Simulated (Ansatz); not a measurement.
Crystal: ZrSe2.

```xyz
3
Lattice="3.7980 0.0000 0.0000 -1.8990 3.2892 0.0000 0.0000 0.0000 6.1920" Properties=species:S:1:pos:R:3 pbc="T T T"
Zr    0.0000    0.0000    0.0000
Se    1.8990    1.0964    4.6440
Se    0.0000    2.1928    1.5480
```

Base run:

* Program: Ansatz 0.2.0
* Functional: r2SCAN
* Potentials or basis: Ansatz PAW
* Cutoff: 500 eV (not typed: the program's choice for these potentials)
* k mesh: 8 × 8 × 5
* Occupations: fermi-dirac, width 0.05 eV
* Spin: no spin polarisation

Its results: band gap on the k mesh 0.71 eV, indirect (least direct gap 1.35 eV); pressure 1.4 GPa; largest force 0.149 eV/Å.

Problem. The run is repeated on the same cell with these changes: functional from r2SCAN to LDA; cutoff from 500 eV (not typed: the program's choice for these potentials) to 420 eV (not typed: the program's choice for these potentials). What comes out?

Solution. Band gap on the k mesh 0.33 eV, indirect (least direct gap 0.98 eV); pressure -3.2 GPa; largest force 0.083 eV/Å.

r2SCAN gives the wider gap, since meta-GGAs in the generalised Kohn-Sham scheme recover part of the derivative discontinuity.

Caveats: the PAW data sets come from PBE, with cores solved anew for the run's functional, which leaves a small shift of forces and pressure.

A k mesh can miss the band edges.
